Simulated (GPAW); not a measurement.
CdSe (Cadmoselite):

```
Cd Se
1.0
     4.30000    0.00000    0.00000
    -2.15000    3.72391    0.00000
     0.00000    0.00000    7.02000
Cd Se
2 2
Direct
  0.66667 0.33333 0.50000
  0.33333 0.66667 0.00000
  0.66667 0.33333 0.88500
  0.33333 0.66667 0.38500
```

```yaml
Program: GPAW 26.7.0
Task: single point
Functional: LDA
Potentials_or_basis: the program's PAW data sets (release 1.2.1) made for this functional
Cutoff: 450 eV
Basis: pw
k_mesh: 6 × 6 × 3
Occupations: fermi-dirac, width 0.01 eV
Spin: no spin polarisation
```

On this cell: pressure -2.8 GPa; largest force 0.252 eV/Å; band gap on the k mesh 0.42 eV, direct.

The same run follows on a disturbed copy (cell strained at random at fixed volume):

```xyz
4
Lattice="4.3067 -0.0029 0.0040 -2.1559 3.7586 0.0261 0.0065 0.0530 6.9476" Properties=species:S:1:pos:R:3 pbc="T T T"
Cd    2.1558    1.2774    3.4851
Cd   -0.0017    2.5047    0.0187
Se    2.1583    1.2978    6.1600
Se    0.0008    2.5251    2.6935
```

**Question.** What changes?

**Answer.** The energy moves by -1.1 meV/atom; pressure -2.9 GPa; largest force 0.198 eV/Å; band gap on the k mesh 0.38 eV, direct.

Forces on the atoms (eV/Å):
```
Cd  -0.014 -0.083  0.174
Cd   0.001 -0.014  0.172
Se  -0.002  0.006 -0.172
Se   0.016  0.092 -0.174
```

Stress tensor (GPa, compression positive):
```
-2.52  0.05 -0.04
 0.05 -3.04 -0.32
-0.04 -0.32 -3.11
```

Caveats: the cutoff is short for stress and forces, so pressures can be off by a GPa or more.

